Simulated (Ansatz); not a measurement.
In:

```
In
1.0
    -1.62547    1.62547    2.47370
     1.62547   -1.62547    2.47370
     1.62547    1.62547   -2.47370
In
1
Cartesian
  0.0000 0.0000 0.0000
```

A run of Ansatz 0.2.0 on this cell left the log below. Logs are shortened: lines on timing, memory, paths and dates and some standing lists are left out, and cuts for length are marked.

```text
Warning: RAYON_NUM_THREADS=2 ignored (pool sized by the plan → 2); use --threads N
Engine: ansatz 0.2.0, x86_64-unknown-linux-gnu
Pseudopotentials: kind: paw
Pseudopotential: In, paw, valence charge 13, recommended cutoff 420 eV (normal), In.paw.azcp
Functional definition: PBEsol
  exchange = pbesol_x
  correlation = pbesol_c
Crystal: 1 atoms, lattice volume = 26.144 Å³
Basis set: ecut = 420 eV, 533 PW (Γ), exchange–correlation on 48×48×48 points (8 copies of the dense FFT grid, shifted against one another)
Bands: 11, of which v1, the nominal top of the filled ones, is band 7 counted from 1 (6 counted from 0)
Symmetry: 16 space group operations
Space group: I4/mmm (ITA 139), of the structure as read, at distance tolerance 3.0e-5 Å
k-points: 59 of 512
Non-local potential: In, projectors of the file, l = 0: 2, l = 1: 2, l = 2: 2, l = 3: 2
PAW form: soft (Blöchl's): semilocal exchange-correlation on the pseudo side does not see the compensation charge
PAW frozen core: In, regenerated for the run's functional, and the local potential with it (the file was generated under x = pbe(κ = 0.804, μ = 0.2195149727645171), c = pbe(β = 0.06672455060314922))
PAW one-centre angular grid: In, 590 points (default); XC on 64 Gauss nodes
Initial density: superposition of atomic densities (neutral atoms: chi_scale 0, normalization atom), corrected by the library's trained network
Initial wavefunctions: pseudopotential atomic-orbital guess
Functional: x = pbesol(κ = 0.804, μ = 0.12345679012345678), c = pbesol(β = 0.046)
SCF iter   1: F=—  HF=-5525.403504 eV  |F-HF|=—  |Δ(HF+E_count)|=         —  Δρ=3.10e-3  dr2=2.61e-3  ethr=1.77e-3  ⟨swp⟩=5.3  Hψ=3884  notcnv=0
preconditioner: auto → none  [metal: Δε(μ)=0.121 eV  Ē_g=19.589 eV  σ=0.050 eV  W_gap=0.43  n_scr=8 (ndim 8)  ℏωp=26.2 eV  f_vac=0.000  D(μ)=0.41/eV (n_scr^D=0)  sad-step TF]
[... 109 lines left out ...]
       -0.000000       0.000000       1.554651
  P = ⅓ Tr σ = -1.0873 GPa (-10.873 kbar)
--- Band table (eV; the first three rows and the last of 59) ---
  k-point 0: bands = ["-4.5370", "-4.4273", "-4.4273", "-4.3437", "-4.2422", "0.5284", "20.6181", "20.6181", "20.7908", "21.6687", "24.0445"]
  k-point 1: bands = ["-4.4709", "-4.4629", "-4.3876", "-4.3332", "-4.2650", "1.0087", "18.4901", "18.7009", "19.2043", "20.2046", "23.9641"]
  k-point 2: bands = ["-4.5484", "-4.4118", "-4.3039", "-4.2870", "-4.2342", "2.4692", "15.9296", "16.2336", "16.6054", "18.6627", "19.3173"]
  k-point 58: bands = ["-4.7142", "-4.5880", "-4.1383", "-4.1042", "-4.1042", "7.1504", "7.4105", "14.8108", "14.8108", "18.2798", "18.2951"]
--- Elastic constants: 4 strain directions × 2 members + reference (group order 16) ---
  dense FFT box of the reference and of every strained cell: 24×24×24
  strains applied: 11, 33, 23, 12; error gains: componentwise 1.00 (the most a stress slope's error grows in a printed constant), spectral 1.41 (1 for all six strains in a standard setting)
  C = ∂σ_k/∂η_j (tension-positive GPa; Voigt order 11 22 33 23 13 12):
        71.282     -8.090     35.907      0.000     -0.000     -0.000
        -8.090     71.282     35.907      0.000     -0.000     -0.000
        39.888     39.888     64.579      0.000     -0.000     -0.000
        -0.000      0.000      0.000     33.895      0.000      0.000
         0.000     -0.000      0.000      0.000     33.895      0.000
         0.000     -0.000     -0.000      0.000     -0.000      3.845
  reference stress σ⁰ (GPa):      2.408      2.408     -1.555     -0.000      0.000      0.000
  C* (energy form; C + prestress term) asymmetry max|C*_kj − C*_jk| = 1.872e-2 GPa — a small one proves nothing (zero by symmetry where the batch's group is 432, −43m or m−3m); a large one is finite-difference/SCF noise where every solve meets its electron count
  moduli (Voigt/Reuss/Hill, GPa): K = 38.06/29.65/33.85   G = 23.62/9.38/16.50   E = 42.58   ν = 0.290
  mechanically stable: yes (min eigenvalue of sym C = 3.84 GPa)
  strain η (Voigt 11):  stress-route row diagonal C_11 = 71.28 GPa, energy-path curvature d²(F+E_count+ΔE)/dδ²/Ω₀ = 71.34 GPa
         δ    σ_11 (GPa)             F (eV)   n_scf  n_hpsi   n_pw
    -2.000e-3       2.2615       -5525.4022872       6   19955    525   relax 0 steps, max|allowed force component| 0.00e0 eV/Å
     2.000e-3       2.5466       -5525.4007161       5   16855    533   relax 0 steps, max|allowed force component| 0.00e0 eV/Å
  strain η (Voigt 33):  stress-route row diagonal C_33 = 64.58 GPa, energy-path curvature d²(F+E_count+ΔE)/dδ²/Ω₀ = 64.58 GPa
         δ    σ_33 (GPa)             F (eV)   n_scf  n_hpsi   n_pw
    -2.000e-3      -1.6831       -5525.4009955       6   11919    533   relax 0 steps, max|allowed force component| 0.00e0 eV/Å
     2.000e-3      -1.4248       -5525.4020110       3    9575    533   relax 0 steps, max|allowed force component| 0.00e0 eV/Å
  strain η (Voigt 23):  stress-route row diagonal C_44 = 33.90 GPa, energy-path curvature d²(F+E_count+ΔE)/dδ²/Ω₀ = 33.71 GPa
         δ    σ_23 (GPa)             F (eV)   n_scf  n_hpsi   n_pw
    -2.000e-3      -0.0678       -5525.4015142       6   32387    533   relax 0 steps, max|allowed force component| 0.00e0 eV/Å
     2.000e-3       0.0678       -5525.4015142       4   24628    533   relax 0 steps, max|allowed force component| 0.00e0 eV/Å
  strain η (Voigt 12):  stress-route row diagonal C_66 = 3.84 GPa, energy-path curvature d²(F+E_count+ΔE)/dδ²/Ω₀ = 2.63 GPa
         δ    σ_12 (GPa)             F (eV)   n_scf  n_hpsi   n_pw
    -2.000e-3      -0.0077       -5525.4015234       5   17399    533   relax 0 steps, max|allowed force component| 0.00e0 eV/Å
     2.000e-3       0.0077       -5525.4015234       5   17716    533   relax 0 steps, max|allowed force component| 0.00e0 eV/Å
```

Task: What input gives this log?

Result: Elastic constants with PBEsol, no spin polarisation. The files as run (others can give the same):

input.yaml
```yaml
crystal:
  lattice:
    - [-1.62547, 1.62547, 2.4737]
    - [1.62547, -1.62547, 2.4737]
    - [1.62547, 1.62547, -2.4737]
  atoms:
    - { symbol: In, position: [0.0, 0.0, 0.0] }
hamiltonian:
  xc: pbesol
  pseudopotentials: { kind: paw }
kpoints:
  mp_grid: { grid: [8, 8, 8] }
scf:
  occupations: { method: fermi_dirac, width: 0.05 }
output:
  forces: true
  stress: true
elastic:
  mode: relaxed_ion
  stencil: two_point
```

Potentials or basis: Ansatz PAW.
The run is started by
```bash
$ ansatz run input.yaml --threads 2 --pin off --max-ram 5632MiB --backend cpu --events-out ev --progress --plain --runs-dir out
```

Caveat: elastic constants of metals need much finer meshes, so these are rough; the PAW data sets come from PBE, with cores solved anew for the run's functional, which leaves a small shift of forces and pressure.
